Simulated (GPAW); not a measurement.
A run of GPAW 26.7.0:

The input run.py:

```python
import json
import numpy as np
from ase import Atoms
from ase.calculators.mixing import SumCalculator
from ase.constraints import FixSymmetry
from ase.filters import FrechetCellFilter
from ase.io import write
from ase.optimize import BFGS
from dftd3.ase import DFTD3
from phonopy import Phonopy
from phonopy.structure.atoms import PhonopyAtoms
from gpaw import GPAW, PW, setup_paths

setup_paths.insert(0, '.')

atoms = Atoms(['Sr'],
              cell=[[-2.435, 2.435, 2.435],
                    [2.435, -2.435, 2.435],
                    [2.435, 2.435, -2.435]],
              scaled_positions=[[0.0, 0.0, 0.0]],
              pbc=True)

calc = GPAW(mode=PW(510),
            xc='PBEsol',
            kpts={'size': (8, 8, 8), 'gamma': True},
            occupations={'name': 'fermi-dirac', 'width': 0.05},
            nbands=15,
            convergence={'density': 1e-06, 'eigenstates': 1e-09},
            eigensolver='ppcg',
            maxiter=60,
            txt='gpaw.txt')
atoms.calc = SumCalculator([calc, DFTD3(method='pbesol', damping='d3bj')])
atoms.set_constraint(FixSymmetry(atoms))
BFGS(FrechetCellFilter(atoms), trajectory='relax.traj', logfile='-').run(fmax=0.005, steps=40)
atoms.set_constraint()
energy = atoms.get_potential_energy()
forces = atoms.get_forces()
stress = atoms.get_stress()
calc.write('gs.gpw')
write('result.traj', atoms)
print('Cell:', atoms.cell.cellpar().round(4))
print(atoms.get_scaled_positions().round(5))

def force_constants(scale):
    unit = PhonopyAtoms(symbols=atoms.get_chemical_symbols(), cell=atoms.cell[:] * scale**(1 / 3),
                        scaled_positions=atoms.get_scaled_positions())
    ph = Phonopy(unit, supercell_matrix=np.diag([2, 2, 2]), primitive_matrix=np.eye(3), symprec=1e-4)
    ph.generate_displacements(distance=0.02)
    forces = []
    for i, sc in enumerate(ph.supercells_with_displacements):
        a = Atoms(sc.symbols, cell=sc.cell, scaled_positions=sc.scaled_positions, pbc=True)
        c = GPAW(mode=PW(510),
                 xc='PBEsol',
                 kpts={'size': (4, 4, 4), 'gamma': True},
                 occupations={'name': 'fermi-dirac', 'width': 0.05},
                 nbands=80,
                 convergence={'density': 1e-06, 'eigenstates': 1e-09},
                 eigensolver='ppcg',
                 maxiter=60,
                 txt=f'disp-{scale:.3f}-{i:02d}.txt')
        a.calc = SumCalculator([c, DFTD3(method='pbesol', damping='d3bj')])
        f = a.get_forces()
        forces.append(f - f.mean(axis=0))
        print(f'displacement {i}: drift', f.mean(axis=0).round(5), flush=True)
    ph.forces = forces
    ph.produce_force_constants()
    ph.symmetrize_force_constants()
    return ph

qpoints = [[0.0, 0.0, 0.0], [0.0, 0.0, 0.5], [0.0, 0.5, 0.0], [0.0, 0.5, 0.5], [0.5, 0.0, 0.0], [0.5, 0.0, 0.5], [0.5, 0.5, 0.0], [0.5, 0.5, 0.5]]
results = {}
for scale in [1.0]:
    ph = force_constants(scale)
    ph.run_qpoints(qpoints)
    nu = ph.qpoints.frequencies * 33.35641  # THz to cm^-1
    results[f'{scale:.3f}'] = nu.tolist()
    for qp, f in zip(qpoints, nu):
        print(scale, np.round(qp, 4), f.round(2))

path = atoms.cell.bandpath('GHNGPH,PN', npoints=60, eps=1e-4)
ph.run_qpoints(path.kpts)
results['path'] = (ph.qpoints.frequencies * 33.35641).tolist()
results['path_q'] = path.kpts.tolist()
x, ticks, names = path.get_linear_kpoint_axis()
results['axis'] = [x.tolist(), list(ticks), names]
ph.run_mesh([15, 15, 15], is_gamma_center=True)
ph.run_thermal_properties(temperatures=[0, 100, 200, 300, 500, 800], cutoff_frequency=0.05)
tp = ph.thermal_properties
results['thermal'] = [list(v) for v in (tp.temperatures, tp.free_energy, tp.entropy, tp.heat_capacity)]
for t, fv, s, cv in zip(*results['thermal']):
    print(f'{t:6.0f} K  F {fv:9.4f} kJ/mol  S {s:9.4f} J/K/mol  Cv {cv:9.4f} J/K/mol')
json.dump(results, open('phonons.json', 'w'))
```

Potentials or basis: PAW data sets generated in the run's folder for this functional, pw.

Run with:

```sh
$ gpaw-setup -f PBEsol Sr
$ OMP_NUM_THREADS=1 python run.py
```

Hardware: 1 thread of Arm Neoverse V2 (shared host).

Q: Estimate the wall time of this run.

A: Wall time 5.4 min on 1 thread of Arm Neoverse V2, with other jobs on the host, peak memory 0.55 GiB. Counts: scf iterations 60, plane waves 1526, bands 15, k points 29.
